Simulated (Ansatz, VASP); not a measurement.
## ZrS: VASP beside Ansatz

The input INCAR:

```
SYSTEM = ZrS
PREC     = Accurate       ! precision mode
ENCUT    = 520            ! plane-wave cutoff, eV
EDIFF    = 1E-7           ! SCF threshold, eV
ISMEAR   = -1             ! smearing method
SIGMA    = 0.03           ! smearing width, eV
LREAL    = .FALSE.        ! projectors in reciprocal space
LASPH    = .TRUE.         ! aspherical terms in the spheres
NELM     = 60             ! most SCF steps
ALGO     = Normal         ! electronic algorithm
ISIF     = 2              ! what is computed and relaxed
LWAVE    = .FALSE.        ! write WAVECAR
LCHARG   = .TRUE.         ! write CHGCAR
GGA      = PS             ! functional
LELF     = .TRUE.         ! ELF
LVHAR    = .TRUE.       
NBANDS   = 16             ! bands
```

KPOINTS

```
Automatic mesh
0
G
  9 9 9
  0 0 0
```

POSCAR

```
ZrS
1.0
    0.0000000000      2.2140107464      2.2140107464
    2.2140107464      0.0000000000      2.2140107464
    2.2140107464      2.2140107464      0.0000000000
Zr S
1 1
Direct
    0.0000000000      0.0000000000      0.0000000000
    0.5000000000      0.5000000000      0.5000000000
```

Input for Ansatz:

```yaml
crystal:
  lattice:
    - [0.0, 2.2140107464, 2.2140107464]
    - [2.2140107464, 0.0, 2.2140107464]
    - [2.2140107464, 2.2140107464, 0.0]
  atoms:
    - { symbol: Zr, position: [0.0, 0.0, 0.0] }
    - { symbol: S, position: [0.5, 0.5, 0.5] }
kpoints:
  mp_grid: { grid: [9, 9, 9] }
  band_path:
    path:
      - [0.0, 0.0, 0.0]
      - [0.5, 0.0, 0.5]
      - [0.625, 0.25, 0.625]
      - [0.375, 0.375, 0.75]
      - [0.0, 0.0, 0.0]
      - [0.5, 0.5, 0.5]
      - [0.5, 0.25, 0.75]
      - [0.5, 0.0, 0.5]
    npoints: 6
scf:
  occupations: { method: fermi_dirac, width: 0.03 }
hamiltonian:
  xc: pbesol
  pseudopotentials: { kind: paw }
output:
  forces: true
  stress: true
  eigenvalues: true
  populations: true
  write_density: true
  write_potential: true
  elf: true
  volumetric_format: npy
```

Change from the starting cell: volume scaled by 0.6, PAW files.

Alike in both runs: task single point; functional PBEsol; k mesh 9 × 9 × 9; occupations fermi-dirac, width 0.03 eV; no spin polarisation.

|  | VASP | Ansatz |
| --- | --- | --- |
| version | VASP 6.6.1 | Ansatz 0.2.0 |
| potentials or method | VASP PAW PBE potentials, release 64 (Zr_sv, S) | PAW with Ansatz's default frozen-core files, scalar-relativistic |
| plane-wave cutoff (eV) | 520 | 420 |
| valence electrons in the cell | 18 | 18 |

```tsv
	VASP	Ansatz	Ansatz less VASP
pressure (GPa)	184.7	184.4	-0.30
```

Caveats: the cell as given lies far from equilibrium; so large a pressure means that the cell lies far from this level's equilibrium, or that cutoff or potentials fall short (VASP); the potentials were made for another functional, which shifts forces and pressure (VASP).
